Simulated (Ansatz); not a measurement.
# Relaxing Te

These are results of Ansatz 0.2.0, DFT PBE+D3(BJ), scalar-relativistic, plane waves, PAW, not measurements. Run with 420 eV cutoff, 12×12×6 k-mesh, Gaussian smearing of 0.10 eV, no spin polarisation.

What was changed in I: I → Te on all its sites, cell and atoms relaxed.

Command:

```bash
ansatz run input.yaml --threads 1 --pin off --max-ram 2560MiB --backend cpu --events-out ev --progress --plain --runs-dir out
```

Input:

```yaml
crystal:
  lattice:
    - [3.6535886172, -2.2301300425, 0.0]
    - [3.6535886172, 2.2301300425, 0.0]
    - [0.0, 0.0, 9.6063679893]
  atoms:
    - { symbol: Te, position: [0.8289227812, 0.1710772188, 0.1224043963] }
    - { symbol: Te, position: [0.6710772188, 0.3289227812, 0.6224043963] }
    - { symbol: Te, position: [0.1710772188, 0.8289227812, 0.8775956037] }
    - { symbol: Te, position: [0.3289227812, 0.6710772188, 0.3775956037] }
basis:
  ecutwfc: 420
kpoints:
  mp_grid: { grid: [12, 12, 6] }
hamiltonian:
  xc: pbe
  dispersion: d3bj
scf:
  occupations: { method: gaussian, width: 0.1 }
output:
  forces: true
  stress: true
  eigenvalues: true
relax:
  adjacent_minimum: "off"
  f_tol: 0.01
  max_steps: 60
  cell: { stress_tol: 0.1 }
```

F is the free energy. Steps run on the plane waves of an earlier cell, but the last one, and at times one on the way, on a freshly chosen basis, so a repeated geometry can differ a little in energy.

Steps:

| step | F − F(1) (eV) | largest force component (eV/Å) | V (Å³/atom) | P (GPa) |
| --- | --- | --- | --- | --- |
| 1 | 0.0000 | 0.084 | 39.136 | -4.59 |
| 2 | -0.4976 | 0.553 | 34.235 | -1.60 |
| 3 | -0.8976 | 0.556 | 30.067 | 2.77 |
| 4 | -1.0296 | 0.293 | 31.030 | 2.16 |
| 5 | -1.0904 | 0.048 | 32.317 | 0.22 |
| 6 | -1.0944 | 0.003 | 32.778 | 0.10 |
| 7 | -1.0946 | 0.002 | 32.820 | 0.11 |
| 8 | -1.0947 | 0.000 | 32.948 | 0.01 |
| 9 | -1.0920 | 0.000 | 32.948 | 0.00 |

Relaxed structure:

```yaml
crystal:
  lattice:
    - [3.70480, -2.09012, 0.00000]
    - [3.70480, 2.09012, 0.00000]
    - [0.00000, 0.00000, 8.50978]
  atoms:
    - { symbol: Te, position: [0.75000, 0.25000, 0.12500] }
    - { symbol: Te, position: [0.75000, 0.25000, 0.62500] }
    - { symbol: Te, position: [0.25000, 0.75000, 0.87500] }
    - { symbol: Te, position: [0.25000, 0.75000, 0.37500] }
```

The structure is orthorhombic, space group Fmmm (No. 69). Conventional cell: a = 4.180 Å, b = 4.255 Å, c = 7.410 Å, α = 90.00°, β = 90.00°, γ = 90.00°. Te (site symmetry mmm) is surrounded by 4 Te at 2.98 Å.

The run converged. Time: 8.7 min on 1 thread of Intel(R) Xeon(R) Platinum 8259CL CPU @ 2.50GHz (Skylake/Cascade Lake) (shared host), peak memory 0.98 GiB.